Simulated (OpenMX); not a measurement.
Crystal: ZrSe2.

```xyz
3
Lattice="3.7980 0.0000 0.0000 -1.8990 3.2892 0.0000 0.0000 0.0000 6.1920" Properties=species:S:1:pos:R:3 pbc="T T T"
Zr    0.0000    0.0000    0.0000
Se    1.8990    1.0964    4.6440
Se    0.0000    2.1928    1.5480
```

Base run:

| Quantity | Value |
| --- | --- |
| Program | OpenMX 3.8.5 |
| Functional | PBE |
| Potentials or basis | OpenMX 2013 PBE set, Zr7.0-s3p2d2, Se7.0-s3p2d2, grid cutoff 400 Ry |
| k mesh | 7 × 7 × 5 |
| Occupations | fermi-dirac, width 0.05 eV |
| Spin | non-collinear spin, zero start, spin-orbit coupling |
| Starting moments | [[0.0, 0.0, 0.0], [0.0, 0.0, 0.0], [0.0, 0.0, 0.0]] μB |

Its results: band gap on the k mesh 0.14 eV, indirect (least direct gap 0.76 eV); largest force 0.630 eV/Å.

**Question.** The run is repeated on the same cell with these changes: k mesh from 7 × 7 × 5 to 9 × 9 × 5; spin from non-collinear spin, zero start, spin-orbit coupling to no spin polarisation. What comes out?

**Answer.** Band gap on the k mesh 0.27 eV, indirect (least direct gap 0.90 eV); largest force 0.628 eV/Å.

Several settings changed at once, so the effect can't be laid on one alone.

Caveats: the basis of atomic orbitals isn't converged, which shifts pressures, moduli and gaps; total energies with and without spin-orbit coupling shouldn't be compared in this program (some runs).
